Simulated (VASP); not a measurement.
Wanted: the native input for a VASP 6.6.1 run.

```
Task                   : band structure
Functional             : PBEsol
Potentials or basis    : VASP PAW PBE potentials, release 64 (Ca_sv, S)
Cutoff                 : 520 eV
k mesh                 : 8 × 8 × 8
Occupations            : gaussian, width 0.02 eV
Spin                   : no spin polarisation
Ladder                 : free
Further INCAR settings : ALGO = Fast; EDIFF = 1e-06
```

The structure of CaS (Oldhamite) lies in POSCAR:

```
CaS
1.0
    0.0000000000      2.8430000000      2.8430000000
    2.8430000000      0.0000000000      2.8430000000
    2.8430000000      2.8430000000      0.0000000000
Ca S
1 1
Direct
    0.0000000000      0.0000000000      0.0000000000
    0.5000000000      0.5000000000      0.5000000000
```

These files were run (other wordings do the same):

INCAR

```
PREC = Accurate ; ENCUT = 520
EDIFF = 1E-6 ; ISMEAR = 0
SIGMA = 0.02 ; LREAL = False
LASPH = True ; NELM = 80
ALGO = Fast ; ISIF = 2
LWAVE = False ; LCHARG = False
GGA = PS
```

KPOINTS

```
regular mesh
0
Gamma
  8 8 8
```

KPOINTS_OPT

```
path GXWKGLUWLK,UX
10
line-mode
reciprocal
 0.0000000000  0.0000000000  0.0000000000  G
 0.5000000000  0.0000000000  0.5000000000  X

 0.5000000000  0.0000000000  0.5000000000  X
 0.5000000000  0.2500000000  0.7500000000  W

 0.5000000000  0.2500000000  0.7500000000  W
 0.3750000000  0.3750000000  0.7500000000  K

 0.3750000000  0.3750000000  0.7500000000  K
 0.0000000000  0.0000000000  0.0000000000  G

 0.0000000000  0.0000000000  0.0000000000  G
 0.5000000000  0.5000000000  0.5000000000  L

 0.5000000000  0.5000000000  0.5000000000  L
 0.6250000000  0.2500000000  0.6250000000  U

 0.6250000000  0.2500000000  0.6250000000  U
 0.5000000000  0.2500000000  0.7500000000  W

 0.5000000000  0.2500000000  0.7500000000  W
 0.5000000000  0.5000000000  0.5000000000  L

 0.5000000000  0.5000000000  0.5000000000  L
 0.3750000000  0.3750000000  0.7500000000  K

 0.6250000000  0.2500000000  0.6250000000  U
 0.5000000000  0.0000000000  0.5000000000  X
```

Potentials or basis: VASP PAW PBE potentials, release 64 (Ca_sv, S).

Command:

```console
$ cat potpaw_PBE.64/Ca_sv/POTCAR potpaw_PBE.64/S/POTCAR > POTCAR
$ mpirun -np 1 vasp_std > vasp.out
```

Results of the run:

| Quantity | Value |
| --- | --- |
| Pressure | -1.5 GPa |
| Band gap on the k mesh | 2.22 eV, indirect (least direct gap 3.05 eV) |
| Band gap along the path | 2.22 eV, indirect (least direct gap 3.05 eV) |

Caveat: the PAW data sets were made with another functional, which shifts forces and pressure a little.

It took 58 s on 1 thread of Intel(R) Xeon(R) Platinum 8259CL CPU @ 2.50GHz (Skylake/Cascade Lake), on a shared host, peak memory 0.18 GiB.
